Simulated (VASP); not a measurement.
Calculation: PBE GGA, VASP's PBE PAW potentials (set 64) (plane waves; VASP).

VASP ran on this input.

File KPOINTS:
```
Automatic mesh
0
Gamma
5 5 5
0 0 0
```

POSCAR:
```
CsI
1
    4.5700000000     0.0000000000     0.0000000000
    0.0000000000     4.5700000000     0.0000000000
    0.0000000000     0.0000000000     4.5700000000
Cs I
1 1
Direct
  0.0000000000   0.0000000000   0.0000000000
  0.5000000000   0.5000000000   0.5000000000
```

**INCAR**
```
SYSTEM  =  CsI
PREC  =  Accurate; ENCUT  =  400; LREAL  =  F
LASPH  =  T
EDIFF  =  1E-6; NELM  =  100; ALGO  =  Normal
LMAXMIX  =  4
ISMEAR  =  0; SIGMA  =  0.05
GGA  =  PE
ISIF  =  2
LWAVE  =  F; LCHARG  =  F
```

POTCAR, in this order: Cs_sv I (PBE.64 set). Program: vasp_std.

Output

### OUTCAR
```
 ion  position               nearest neighbor table
   1  0.000  0.000  0.000-
   2  0.500  0.500  0.500-
  LATTYP: Found a simple cubic cell.
 ALAT       =     4.5700000000
 Subroutine PRICEL returns:
 Original cell was already a primitive cell.
 Subroutine GETGRP returns: Found 48 space group operations
The static configuration has the point symmetry O_h .
The dynamic configuration has the point symmetry O_h .
 Subroutine INISYM returns: Found 48 space group operations
 Subroutine IBZKPT returns following result:
 Found     10 irreducible k-points:

 Following reciprocal coordinates:
            Coordinates               Weight
  0.000000  0.000000  0.000000      1.000000
  0.200000  0.000000  0.000000      6.000000
  0.400000  0.000000  0.000000      6.000000
  0.200000  0.200000  0.000000     12.000000
  0.400000  0.200000  0.000000     24.000000
  0.400000  0.400000  0.000000     12.000000
  0.200000  0.200000  0.200000      8.000000
  0.400000  0.200000  0.200000     24.000000
  0.400000  0.400000  0.200000     24.000000
  0.400000  0.400000  0.400000      8.000000
   k-points           NKPTS =     10   k-points in BZ     NKDIM =     10   number of bands    NBANDS=     12
   number of dos      NEDOS =    301   number of ions     NIONS =      2
   total plane-waves  NPLWV =  27000
   dimension x,y,z NGX =    30 NGY =   30 NGZ =   30
   dimension x,y,z NGXF=    60 NGYF=   60 NGZF=   60
   ions per type =               1   1
   PREC   = accura    normal or accurate (medium, high low for compatibility)
   ISTART =      0    job   : 0-new  1-cont  2-samecut
   ICHARG =      2    charge: 1-file 2-atom 10-const
   ISPIN  =      1    spin polarized calculation?
   LNONCOLLINEAR =      F non collinear calculations
   LSORBIT =      F    spin-orbit coupling
   INIWAV =      1    electr: 0-lowe 1-rand  2-diag
   ENCUT  =  400.0 eV  29.40 Ry    5.42 a.u.   7.45  7.45  7.45*2*pi/ulx,y,z
...
```

File OSZICAR:
```
       N       E                     dE             d eps       ncg     rms          rms(c)
DAV:   1     0.821274271657E+02    0.82127E+02   -0.50680E+03   240   0.877E+02
DAV:   2     0.912269608879E+00   -0.81215E+02   -0.77222E+02   360   0.151E+02
DAV:   3    -0.548357472923E+01   -0.63958E+01   -0.63783E+01   304   0.483E+01
DAV:   4    -0.556676738259E+01   -0.83193E-01   -0.83178E-01   284   0.712E+00
DAV:   5    -0.556775920132E+01   -0.99182E-03   -0.99179E-03   312   0.809E-01    0.160E+00
DAV:   6    -0.544862566695E+01    0.11913E+00   -0.16118E-01   272   0.191E+00    0.122E+00
DAV:   7    -0.542402036167E+01    0.24605E-01   -0.13912E-01   268   0.183E+00    0.596E-01
DAV:   8    -0.542739920516E+01   -0.33788E-02   -0.96545E-03   272   0.635E-01    0.847E-02
DAV:   9    -0.542777969854E+01   -0.38049E-03   -0.88212E-04   276   0.202E-01    0.755E-02
DAV:  10    -0.542787491158E+01   -0.95213E-04   -0.13907E-04   288   0.803E-02    0.138E-02
DAV:  11    -0.542787186336E+01    0.30482E-05   -0.40524E-05   264   0.321E-02    0.555E-03
DAV:  12    -0.542787232379E+01   -0.46043E-06   -0.38593E-06   276   0.139E-02
   1 F= -.54278723E+01 E0= -.54278723E+01  d E =-.165637E-12
```

OUTCAR:
```
------------------------ aborting loop because EDIFF is reached ----------------------------------------
  FORCE on cell =-STRESS in cart. coord.  units (eV):
  Direction    XX          YY          ZZ          XY          YZ          ZX
  --------------------------------------------------------------------------------------
  Total        0.4507611      0.4507611      0.4507611      0.0000000      0.0000000      0.0000000
  in kB        7.5667334      7.5667334      7.5667334      0.0000000      0.0000000      0.0000000
  external PRESSURE =       7.5667334 kB  Pullay stress =       0.0000000 kB
  volume of cell :       95.44
      direct lattice vectors                 reciprocal lattice vectors
     4.570000000  0.000000000  0.000000000     0.218818381  0.000000000  0.000000000
     0.000000000  4.570000000  0.000000000     0.000000000  0.218818381  0.000000000
     0.000000000  0.000000000  4.570000000     0.000000000  0.000000000  0.218818381
 POSITION                                       TOTAL-FORCE (eV/Angst)
 -----------------------------------------------------------------------------------
      0.00000      0.00000      0.00000         0.000000      0.000000      0.000000
      2.28500      2.28500      2.28500         0.000000      0.000000      0.000000
 -----------------------------------------------------------------------------------
    total drift:                               -0.000000     -0.000000     -0.000000
  FREE ENERGIE OF THE ION-ELECTRON SYSTEM (eV)
  ---------------------------------------------------
  free  energy   TOTEN  =        -5.4278723238 eV

  energy  without entropy=       -5.4278723238  energy(sigma->0) =       -5.42787232
```
(Selected blocks of OUTCAR.)

The compound is CsI in the CsCl type structure. The cell was not relaxed at this level.
